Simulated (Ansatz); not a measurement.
TiSi2 in Ansatz: the effect of Hubbard term

The system is TiSi2.

```
Ti Si
1.0
     4.37464    0.00000    0.00000
    -2.18732    3.78855    0.00000
     0.00000    0.00000    2.56101
Ti Si
1 2
Direct
  0.00000 0.00000 0.00000
  0.33333 0.66667 0.50000
  0.66667 0.33333 0.50000
```

The cell was built by a generator and needn't be a form met in nature.

Alike in all runs:

* Program: Ansatz 0.2.0
* Task: projected density of states
* Functional: LDA
* Potentials or basis: Ansatz PAW
* Cutoff: 420 eV (not typed: the program's choice for these potentials)
* k mesh: 7 × 7 × 10
* Occupations: fermi-dirac, width 0.05 eV
* Spin: no spin polarisation
* Hubbard projectors: ortho-atomic (the default)
* Double counting: fll (the default)

Q: One run gave: pressure -7.1 GPa. Which Hubbard term did it use?
A. Ti d U = 5 eV
B. none
C. Ti d U = 2 eV
D. Ti d U = 8 eV
E. Ti d U = 4 eV

A: B.

| Hubbard term | pressure (GPa) |
| --- | --- |
| none | -7.1 |
| Ti d U = 1 eV | -6.3 |
| Ti d U = 2 eV | -5.4 |
| Ti d U = 3 eV | -4.3 |
| Ti d U = 4 eV | -3.1 |
| Ti d U = 5 eV | -1.1 |
| Ti d U = 6 eV | 1.3 |
| Ti d U = 8 eV | 10.3 |

Caveats: the PAW data sets come from PBE, with cores solved anew for the run's functional, which leaves a small shift of forces and pressure; the density of states is complete only up to the lowest level of the last band computed; U without spin polarisation on a metal has little footing (some runs); the U is typed as a test and isn't derived for this compound (some runs).
